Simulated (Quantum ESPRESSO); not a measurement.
Runs of Quantum ESPRESSO 7.5 on V. It takes space group Im-3m (No. 229, cubic). Conventional cell: a = 3.029 Å, b = 3.029 Å, c = 3.029 Å, α = 90.00°, β = 90.00°, γ = 90.00°. V (site symmetry m-3m) is surrounded by 8 V at 2.62 Å. 

```tsv
task	level	potentials or basis	spin	U	cell	k mesh	smearing	start of the occupations	hubbard projectors	mixing beta	q mesh	mesh quality	gap on the mesh (eV)	pressure (GPa)	moment (μB)
Hubbard U by linear response	PBEsol+U	GBRV 1.5 PBEsol	collinear, ferromagnetic start	V d U = 8.0 eV	as given	8 × 8 × 8	fermi-dirac 0.05 eV	default	atomic	0.3	2 × 2 × 2	coarse	none	71.5	4.43
phonons and electron-phonon coupling	PBE	GBRV 1.5 PBE	off	-	relaxed	12 × 12 × 12	methfessel-paxton 0.272 eV	-	-	0.5	4 × 4 × 4	not flagged	none	0.0	-
Hubbard U by linear response	PBEsol+U	GBRV 1.5 PBEsol	collinear, ferromagnetic start	V d U = 0.0001 eV	as given	8 × 8 × 8	fermi-dirac 0.05 eV	default	atomic	0.3	2 × 2 × 2	coarse	none	(a)	0.00
Hubbard U by linear response	PBEsol+U	GBRV 1.5 PBEsol	collinear, ferromagnetic start	V d U = 6.0 eV	as given	8 × 8 × 8	fermi-dirac 0.05 eV	default	atomic	0.3	2 × 2 × 2	coarse	none	69.9	4.21
```

Alike in all rows: cutoff (eV) 612.

Question: Estimate the missing entries.

Answer: (a) -13.3.

Caveats: some runs use coarse meshes; the computed U isn't converged in cell size (some runs); the U is typed as a test and isn't derived for this compound (some runs); a pressure of tens of GPa on the cell as given is suspect, and the run, the potentials or the cell itself is likely at fault (some runs); some modes are imaginary (some runs); λ from interpolated matrix elements is rough: modes that symmetry makes equal can differ by tens of percent (some runs).

A gap of «none» marks a metal or a gap under the smearing width.
